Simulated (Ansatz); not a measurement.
SrCl2:

```
CELL_PARAMETERS angstrom
0.00000 3.48835 3.48835
3.48835 0.00000 3.48835
3.48835 3.48835 0.00000
ATOMIC_POSITIONS crystal
Sr 0.00000 0.00000 0.00000
Cl 0.75000 0.75000 0.75000
Cl 0.25000 0.25000 0.25000
```

Base run:

| Property | Result |
| --- | --- |
| Program | Ansatz 0.2.0 |
| Functional | PBEsol |
| Potentials or basis | Ansatz PAW |
| Cutoff | 420 eV |
| Density cutoff | 1680 eV |
| k mesh | 7 × 7 × 7 |
| Occupations | fermi-dirac, width 0.05 eV |
| Spin | no spin polarisation |

Its results: band gap on the k mesh 5.18 eV, indirect (least direct gap 5.48 eV); pressure -1.1 GPa.

Task: The run is repeated on the same cell with these changes: functional from PBEsol to r2SCAN; cutoff from 420 eV to 500 eV; density cutoff from 1680 eV to 2000 eV. What comes out?

Result: Band gap on the k mesh 6.00 eV, indirect (least direct gap 6.19 eV); pressure 0.3 GPa.

r2SCAN gives the wider gap, since meta-GGAs in the generalised Kohn-Sham scheme recover part of the derivative discontinuity.

Caveats: the PAW data sets come from PBE, with cores solved anew for the run's functional, which leaves a small shift of forces and pressure.

A k mesh can miss the band edges.

Not every run made on this cell is shown here.
